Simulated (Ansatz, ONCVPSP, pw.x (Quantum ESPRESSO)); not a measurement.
pw.x on sc P: one setting changed

Potential: optimised norm-conserving Vanderbilt (ONCV), ONCVPSP 4.0.1.1 (patched build), PBE; core [Ne], reference 3s2 3p3; waves: 3s: rc 1.40 bohr, ncon 3, nbas 6, qcut 4.5 1/bohr, 3 projectors, debl 3.4 Ha; 3p: rc 1.65 bohr, ncon 5, nbas 9, qcut 5.7 1/bohr, 1 projector; d scattering state at 0.04 Ha: rc 1.55 bohr, ncon 4, nbas 8, qcut 6.1 1/bohr, 3 projectors, debl 2.7 Ha; local part: polynomial inside 0.90 bohr (lpopt 3, dvloc0 -1 Ha); core correction: Teter function, fcfact 5.25, rcfact 1.2.

The reference run (k-mesh 13³, cutoffs 60/240 Ry, Fermi–Dirac 0.01 Ry, mixing_beta 0.4, conv_thr 1e-9, no spin) gives -0.12 GPa at 14.621 Å³/atom, where all-electron LAPW gives 0.27 GPa. This run, with its own iteration cap, changes nbnd to 6.

```
&control
  calculation='scf', prefix='x', pseudo_dir='./', outdir='./tmp', tstress=.true., disk_io='none'
/
&system
  ibrav=0, nat=1, ntyp=1, ecutwfc=60, ecutrho=240, nbnd=6,
  occupations='smearing', smearing='fd', degauss=0.01
/
&electrons
  conv_thr=1e-09, mixing_beta=0.4, electron_maxstep=60
/
ATOMIC_SPECIES
P 1.0 P.UPF
CELL_PARAMETERS angstrom
  2.44526365 0.00000000 0.00000000
  0.00000000 2.44526365 0.00000000
  0.00000000 0.00000000 2.44526365
ATOMIC_POSITIONS crystal
P 0.0000 0.0000 0.0000
K_POINTS automatic
13 13 13 0 0 0
```

```bash
pw.x < P.scf.in > P.scf.out
```

Task: How does the run end?

Result: It converges in 7 iterations; the free energy moves by +0.0 meV/atom and the pressure by +0.00 GPa. The result is that of the reference run.

```
Message from routine setup:
     using ibrav=0 with symmetry is DISCOURAGED, use correct ibrav instead
     lattice parameter (alat)  =       4.6209  a.u.
     unit-cell volume          =      98.6674 (a.u.)^3
     number of electrons       =         5.00
     number of Kohn-Sham states=            6
     kinetic-energy cutoff     =      60.0000  Ry
     charge density cutoff     =     240.0000  Ry
     scf convergence threshold =      1.0E-09
     Exchange-correlation= PBE
     number of k points=    84  Fermi-Dirac smearing, width (Ry)=  0.0100
     iteration #  1     ecut=    60.00 Ry     beta= 0.40
     total energy              =     -14.05731882 Ry
     estimated scf accuracy    <       0.00521975 Ry
     iteration #  2     ecut=    60.00 Ry     beta= 0.40
     total energy              =     -14.05744622 Ry
     estimated scf accuracy    <       0.00189584 Ry
     iteration #  3     ecut=    60.00 Ry     beta= 0.40
     total energy              =     -14.05746500 Ry
     estimated scf accuracy    <       0.00000043 Ry
     iteration #  4     ecut=    60.00 Ry     beta= 0.40
     total energy              =     -14.05746879 Ry
     estimated scf accuracy    <       0.00000021 Ry
     iteration #  5     ecut=    60.00 Ry     beta= 0.40
     total energy              =     -14.05746884 Ry
     estimated scf accuracy    <       0.00000002 Ry
     iteration #  6     ecut=    60.00 Ry     beta= 0.40
     total energy              =     -14.05746884 Ry
     estimated scf accuracy    <          6.8E-09 Ry
     iteration #  7     ecut=    60.00 Ry     beta= 0.40
     the Fermi energy is    11.0346 ev
!    total energy              =     -14.05746884 Ry
     estimated scf accuracy    <          2.8E-10 Ry
     smearing contrib. (-TS)   =      -0.00128953 Ry
     The total energy is F=E-TS. E is the sum of the following terms:
     one-electron contribution =       5.28070754 Ry
     hartree contribution      =       0.42178536 Ry
     xc contribution           =      -4.40825012 Ry
     ewald contribution        =     -15.35042210 Ry
     convergence has been achieved in   7 iterations
          total   stress  (Ry/bohr**3)                   (kbar)     P=       -1.16
     Message from routine punch:
     Nothing written, as per user request (disk_io='none')
```

The run took about 8.4 s on one core of a shared host (Neoverse-N1, 64 threads, 124 GiB, load 60).
